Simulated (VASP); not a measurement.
Fe:

```
CELL_PARAMETERS angstrom
-1.44300 1.44300 1.44300
1.44300 -1.44300 1.44300
1.44300 1.44300 -1.44300
ATOMIC_POSITIONS crystal
Fe 0.00000 0.00000 0.00000
```

```yaml
Program: VASP 6.6.1
Task: relaxation of cell and atoms
Functional: BLYP
Dispersion: D3
Potentials_or_basis: VASP PAW PBE potentials, release 64 (Fe)
Cutoff: 600 eV
k_mesh: 13 × 13 × 13
Occupations: fermi-dirac, width 0.05 eV
Spin: collinear spin, ferromagnetic start
Starting_moments: "[3.0] μB"
```

At the start: pressure -13.4 GPa; volume 12.02 Å³/atom.

Q: Where does the relaxation end?

A: Over 3 steps the energy falls by 42.0 meV/atom and the volume is 11.12 Å³/atom (-7.5 %); space group Im-3m (No. 229, to 0.05 Å); moment 2.08 μB per cell.

The path:
| step | energy change (eV) | largest force (eV/Å) | pressure (GPa) | volume (Å³) |
| --- | --- | --- | --- | --- |
| 1 | 0.0000 | 0.0000 | -13.37 | 12.02 |
| 2 | -0.0027 | 0.0000 | 18.02 | 10.36 |
| 3 | -0.0420 | 0.0000 | -0.20 | 11.12 |

Final structure:
```cif
data_structure
_symmetry_space_group_name_H-M 'P 1'
_symmetry_Int_Tables_number 1
_cell_length_a 2.4351
_cell_length_b 2.4351
_cell_length_c 2.4351
_cell_angle_alpha 109.471
_cell_angle_beta 109.471
_cell_angle_gamma 109.471
_cell_volume 11.12
loop_
_atom_site_label
_atom_site_type_symbol
_atom_site_fract_x
_atom_site_fract_y
_atom_site_fract_z
_atom_site_occupancy
Fe1 Fe 0.00000 0.00000 0.00000 1
```

Caveat: the PAW data sets were made with another functional, which shifts forces and pressure a little; pairwise dispersion overbinds metals, which lowers pressure and volume.
